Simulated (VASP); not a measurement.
Computed with RPBE GGA, VASP's PBE PAW potentials (set 64) (plane waves; VASP).

Input for VASP

POSCAR:
```
Li2O
1.0
  0.0000000000   2.3452793050   2.3452793050
  2.3452793050   0.0000000000   2.3452793050
  2.3452793050   2.3452793050   0.0000000000
Li O
2 1
Cartesian
  1.1726396525   1.1726396525   1.1726396525
  3.5179189575   3.5179189575   3.5179189575
  0.0000000000   0.0000000000   0.0000000000
```

File KPOINTS:
```
k-points along high-symmetry lines
15
Line-mode
Reciprocal
  0.000000   0.000000   0.000000 ! GAMMA
  0.500000   0.000000   0.500000 ! X

  0.500000   0.000000   0.500000 ! X
  0.625000   0.250000   0.625000 ! U

  0.375000   0.375000   0.750000 ! K
  0.000000   0.000000   0.000000 ! GAMMA

  0.000000   0.000000   0.000000 ! GAMMA
  0.500000   0.500000   0.500000 ! L

  0.500000   0.500000   0.500000 ! L
  0.500000   0.250000   0.750000 ! W

  0.500000   0.250000   0.750000 ! W
  0.500000   0.000000   0.500000 ! X
```

INCAR:
```
SYSTEM = Li2O
PREC = Accurate
ENCUT = 520
EDIFF = 1E-7
NELM = 100
ALGO = Normal
LREAL = .FALSE.
LASPH = .TRUE.
ISMEAR = 0
SIGMA = 0.05
GGA = RP
LWAVE = .FALSE.
LCHARG = .FALSE.
LORBIT = 11
ICHARG = 11
```

POTCAR, in this order: Li_sv O (PBE.64 set). Program: vasp_std. Read from the step before: CHGCAR.

The resulting files:

OSZICAR:
```
       N       E                     dE             d eps       ncg     rms          rms(c)
DAV:   1     0.419300910509E+02    0.41930E+02   -0.61307E+03  1800   0.130E+03
DAV:   2    -0.837239703662E+01   -0.50302E+02   -0.47431E+02  2244   0.225E+02
DAV:   3    -0.130078880477E+02   -0.46355E+01   -0.46166E+01  2982   0.583E+01
DAV:   4    -0.131095282072E+02   -0.10164E+00   -0.10152E+00  2350   0.828E+00
DAV:   5    -0.131103975974E+02   -0.86939E-03   -0.86931E-03  2570   0.742E-01
DAV:   6    -0.131104095625E+02   -0.11965E-04   -0.11965E-04  2338   0.580E-02
DAV:   7    -0.131104096880E+02   -0.12556E-06   -0.12553E-06  2684   0.558E-03
DAV:   8    -0.131104096907E+02   -0.26395E-08   -0.26272E-08  2098   0.495E-04
   1 F= -.13110410E+02 E0= -.13110410E+02  d E =-.152007E-18
```

### OUTCAR
```
 val. band max:        1.2841486011   @ k =   0.0000   0.0000   0.0000

 cond. band min:       6.2957998431   @ k =   0.5000   0.0000   0.5000



 k-point     1 :       0.0000    0.0000    0.0000
  band No.  band energies     occupation
      1     -42.0866      2.00000
      2     -41.8128      2.00000
      3     -14.1874      2.00000
      4       1.2841      2.00000
      5       1.2841      2.00000
      6       1.2841      2.00000
      7       6.3358      0.00000
      8      13.1964      0.00000
      9      13.1964      0.00000
     10      13.1965      0.00000

 k-point     2 :       0.0357    0.0000    0.0357
  band No.  band energies     occupation
      1     -42.0851      2.00000
      2     -41.8138      2.00000
      3     -14.1839      2.00000
      4       1.2467      2.00000
      5       1.2657      2.00000
      6       1.2657      2.00000
      7       6.3857      0.00000
      8      13.2054      0.00000
      9      13.2054      0.00000
     10      13.2306      0.00000

 k-point     3 :       0.0714    0.0000    0.0714
  band No.  band energies     occupation
      1     -42.0812      2.00000
      2     -41.8165      2.00000
      3     -14.1740      2.00000
      4       1.1415      2.00000
      5       1.2118      2.00000
      6       1.2118      2.00000
      7       6.5224      0.00000
      8      13.2335      0.00000
      9      13.2335      0.00000
     10      13.3323      0.00000

 k-point     4 :       0.1071    0.0000    0.1071
  band No.  band energies     occupation
      1     -42.0750      2.00000
      2     -41.8212      2.00000
      3     -14.1584      2.00000
      4       0.9865      2.00000
      5       1.1262      2.00000
      6       1.1262      2.00000
      7       6.7177      0.00000
      8      13.2832      0.00000
      9      13.2833      0.00000
     10      13.4993      0.00000

 k-point     5 :       0.1429    0.0000    0.1429
  band No.  band energies     occupation
...
```

The density is held fixed in this step, so its total energy and stress have no physical meaning.

The compound is Li2O in the antifluorite structure. It was relaxed first.
